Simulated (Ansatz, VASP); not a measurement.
**BN in VASP and in Ansatz**

File INCAR:

```
SYSTEM = BN
PREC = Accurate ; ENCUT = 520
EDIFF = 1E-6 ; ISMEAR = 0
SIGMA = 0.01 ; LREAL = .False.
LASPH = .True. ; NELM = 80
ALGO = Normal ; ISIF = 2
LWAVE = .False. ; LCHARG = .False.
GGA = PS ; NBANDS = 16
```

Contents of KPOINTS:

```
Automatic mesh
0
Gamma
  15 15 8
  0 0 0
```

File POSCAR:

```
BN
1.0
    2.5405660762      0.0000000000      0.0000000000
   -1.2702830381      2.2001947620      0.0000000000
    0.0000000000      0.0000000000      4.2026526748
B N
2 2
Direct
    0.3333333333      0.6666666667     -0.0284800723
    0.6666666667      0.3333333333      0.4715199277
    0.3333333333      0.6666666667      0.4024800723
    0.6666666667      0.3333333333      0.9024800723
```

Input for Ansatz:

```yaml
crystal:
  lattice:
    - [2.5405660762, 0.0, 0.0]
    - [-1.2702830381, 2.200194762, 0.0]
    - [0.0, 0.0, 4.2026526748]
  atoms:
    - { symbol: B, position: [0.3333333333, 0.6666666667, -0.0284800723] }
    - { symbol: B, position: [0.6666666667, 0.3333333333, 0.4715199277] }
    - { symbol: "N", position: [0.3333333333, 0.6666666667, 0.4024800723] }
    - { symbol: "N", position: [0.6666666667, 0.3333333333, 0.9024800723] }
basis:
  ecutwfc: 420
  xc_grid: 2
kpoints:
  mp_grid: { grid: [15, 15, 8] }
hamiltonian:
  xc: pbesol
  pseudopotentials: { kind: paw, azcp: { folder: soft_1 } }
scf:
  occupations: { method: fixed }
output:
  forces: true
  stress: true
  eigenvalues: true
  polarization: {}
```

Change from the starting cell: polar distortion scaled by 0.55.

Alike in both runs: task single point; functional PBEsol; k mesh 15 × 15 × 8; no spin polarisation.

```csv
,VASP,Ansatz
version,VASP 6.6.1,Ansatz 0.2.0
potentials or method,"VASP PAW PBE potentials, release 64 (B, N)","scalar-relativistic, plane waves, PAW"
plane-wave cutoff (eV),520,420
occupations,"gaussian, width 0.01 eV",fixed
valence electrons in the cell,16,16
```

```csv
,VASP,Ansatz,Ansatz less VASP
gap on the k mesh at the Fermi level (eV),4.14,4.15,+0.006
least direct gap on the mesh (eV),6.65,6.65,-0.005
pressure (GPa),13.9,13.0,-0.85
largest component of the traceless stress (GPa),12.78,13.53,+0.752
rms of the force components (eV/Å),1.555,1.545,-0.0108
```

Atom by atom the forces differ by 0.011 eV/Å (rms over components). Ansatz warned: «pseudo_functional_mismatch».

Caveats: the PAW data sets were made with another functional, which shifts forces and pressure a little (VASP); an odd mesh through Γ misses points on the zone boundary, where band edges often lie.
